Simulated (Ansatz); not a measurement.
`F[BH][SnH2][SiH3]` + acetic acid → `CC(=O)OBF` + `[SiH3][SnH3]`  (cleavage of the B–Sn bond)

Calculated with Ansatz (gas phase, PBE0-D4/def2-TZVP geometries, no zero-point term in ΔE). CBS: MP2 limit from def2 TZ/QZ plus the TZ coupled-cluster correction, frozen cores. Elements past krypton have def2 core potentials. For Sn outer-core shells are correlated without core-valence functions, which leaves a few kJ/mol of doubt a bond. One conformer a species, not always the lowest.

| species | CCSD/CBS(def2) energy (Eh) |
| --- | --- |
| `F[BH][SnH2][SiH3]` | -631.29126 |
| `CC(=O)O` | -228.84232 |
| `CC(=O)OBF` | -353.51301 |
| `[SiH3][SnH3]` | -506.66972 |

**Question.** Work out ΔE.

**Answer.** ΔE = (-353.51301) + (-506.66972) − (-631.29126) − (-228.84232) = -0.04915 Eh = -129.0 kJ/mol. CCSD(T)/CBS gives -127.1 kJ/mol.

Largest T1 diagnostic among the species: 0.015.

From r2SCAN to r2SCAN0 (25 % exact exchange), in def2-TZVPP and without D4, ΔE moves by −3.1 kJ/mol. Leaving LDA and LC-ωPBE aside and taking each functional with its dispersion term where it has one, the values, not all of them listed here, spread over 26.5 kJ/mol, from B97M-V to PBE-D4. LDA lies −11.0 kJ/mol from PBE without D4. At CCSD(T), def2-SVP lies −21.6 kJ/mol from the extrapolated value and def2-TZVPP −4.8 kJ/mol.
